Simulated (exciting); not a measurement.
Input of an exciting (release sodium) run:

input.xml

```xml
<input>
  <title>Si</title>
  <structure speciespath="./" tshift="false">
    <crystal scale="1">
      <basevect>-4.481244195028 4.481244195028 2.511947533855</basevect>
      <basevect>4.481244195028 -4.481244195028 2.511947533855</basevect>
      <basevect>4.481244195028 4.481244195028 -2.511947533855</basevect>
    </crystal>
    <species speciesfile="Si.xml" rmt="2">
      <atom coord="0.491864000000 0.519732000000 0.034142000000"/>
      <atom coord="0.236022000000 0.756806000000 0.485060000000"/>
    </species>
  </structure>
  <groundstate do="fromscratch" ngridk="11 11 11" rgkmax="7.5" gmaxvr="14" lmaxapw="10" lmaxmat="10" lmaxvr="8" xctype="LDA_PW" stype="Gaussian" swidth="0.00183747" nempty="10" ValenceRelativity="iora*" epsengy="1e-05" epspot="1e-05" maxscl="60" outputlevel="normal"/>
  <properties>
    <bandstructure>
      <plot1d>
        <path steps="80">
          <point coord="0 0 0" label="G"/>
          <point coord="0 0 0.5" label="X"/>
          <point coord="-0.5 0.5 0.5" label="M"/>
          <point coord="0 0 0" label="G"/>
          <point coord="0.3285532063 0.3285532063 -0.3285532063" label="Z"/>
          <point coord="0.25 0.25 0.25" label="P"/>
          <point coord="0 0.5 0" label="N"/>
          <point coord="-0.3285532063 0.6714467937 0.3285532063" label="Z1"/>
          <point coord="-0.5 0.5 0.5" label="M" breakafter="true"/>
          <point coord="0 0 0.5" label="X"/>
          <point coord="0.25 0.25 0.25" label="P"/>
        </path>
      </plot1d>
    </bandstructure>
    <dos nwdos="300" winddos="-0.6 0.5" inttype="tetra" ngrdos="100" nsmdos="2" lmirep="true"/>
  </properties>
</input>
```

Potentials or basis: all-electron LAPW+lo, shipped species files, valence relativity iora*.

Run with:

```bash
$ OMP_NUM_THREADS=1 exciting_smp
```

Question: What does it give for the band gap on the k mesh?

Answer: None (metal or under the smearing width).

Levels at the corners of the path, in eV from the Fermi level:
| point | band 1 | band 2 | band 3 | band 4 | band 5 | band 6 | band 7 | band 8 |
| --- | --- | --- | --- | --- | --- | --- | --- | --- |
| Γ | -13.89 | -2.51 | -2.34 | -1.79 | 1.48 | 7.56 | 8.78 | 9.14 |
| X | -11.25 | -10.16 | -0.34 | 1.17 | 2.46 | 2.97 | 7.93 | 8.07 |
| M | -8.49 | -8.37 | -6.68 | -6.60 | 5.37 | 5.53 | 13.10 | 13.21 |
| Γ | -13.89 | -2.51 | -2.34 | -1.79 | 1.48 | 7.56 | 8.78 | 9.14 |
| Z | -6.57 | -6.08 | -4.76 | -4.44 | -4.37 | 6.04 | 6.30 | 6.41 |
| P | -6.76 | -6.07 | -5.29 | -4.96 | 3.79 | 4.61 | 5.96 | 6.14 |
| N | -7.90 | -6.78 | -2.27 | -1.57 | -1.52 | 0.83 | 4.82 | 5.26 |
| Z1 | -6.57 | -6.08 | -4.76 | -4.44 | -4.37 | 6.04 | 6.30 | 6.41 |
| M | -8.49 | -8.37 | -6.68 | -6.60 | 5.37 | 5.53 | 13.10 | 13.21 |
| X | -11.25 | -10.16 | -0.34 | 1.17 | 2.46 | 2.97 | 7.93 | 8.07 |
| P | -6.76 | -6.07 | -5.29 | -4.96 | 3.79 | 4.61 | 5.96 | 6.14 |
